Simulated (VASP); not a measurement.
Write the native input for VASP 6.6.1 that does the following.

```
Task                   : single point
Functional             : LDA
Potentials or basis    : VASP PAW LDA potentials, release 64 (Fe, S)
Cutoff                 : 420 eV
k mesh                 : 6 × 6 × 6
Occupations            : gaussian, width 0.02 eV
Spin                   : no spin polarisation
Further INCAR settings : ALGO = Fast; EDIFF = 1e-06
```

The structure of FeS2 lies in POSCAR:

```
FeS2
1.0
    5.4178000000      0.0000000000      0.0000000000
    0.0000000000      5.4178000000      0.0000000000
    0.0000000000      0.0000000000      5.4178000000
Fe S
4 8
Direct
    0.0000000000      0.0000000000      0.0000000000
    0.5000000000      0.0000000000      0.5000000000
    0.5000000000      0.5000000000      0.0000000000
    0.0000000000      0.5000000000      0.5000000000
    0.3848200000      0.3848200000      0.3848200000
    0.1151800000      0.6151800000      0.8848200000
    0.8848200000      0.1151800000      0.6151800000
    0.6151800000      0.8848200000      0.1151800000
    0.6151800000      0.6151800000      0.6151800000
    0.8848200000      0.3848200000      0.1151800000
    0.1151800000      0.8848200000      0.3848200000
    0.3848200000      0.1151800000      0.8848200000
```

The input as run:

INCAR

```
  PREC = Accurate
  ENCUT = 420
  EDIFF = 1E-6
  ISMEAR = 0
  SIGMA = 0.02
  LREAL = F
  LASPH = T
  NELM = 100
  ALGO = Fast
  ISIF = 2
  LWAVE = F
  LCHARG = F
```

KPOINTS

```
Automatic mesh
0
Gamma
  6 6 6
```

Potentials or basis: VASP PAW LDA potentials, release 64 (Fe, S).

Command:

```sh
$ cat potpaw_LDA.64/Fe/POTCAR potpaw_LDA.64/S/POTCAR > POTCAR
$ mpirun -np 1 vasp_std > vasp.out
```

It gave:

- Pressure: -11.9 GPa
- Largest force: 0.384 eV/Å
- Band gap on the k mesh: 0.57 eV, indirect (least direct gap 0.61 eV)

Wall time 100 s on 1 thread of Intel(R) Xeon(R) Platinum 8488C (Sapphire Rapids), on a shared host, peak memory 0.23 GiB.
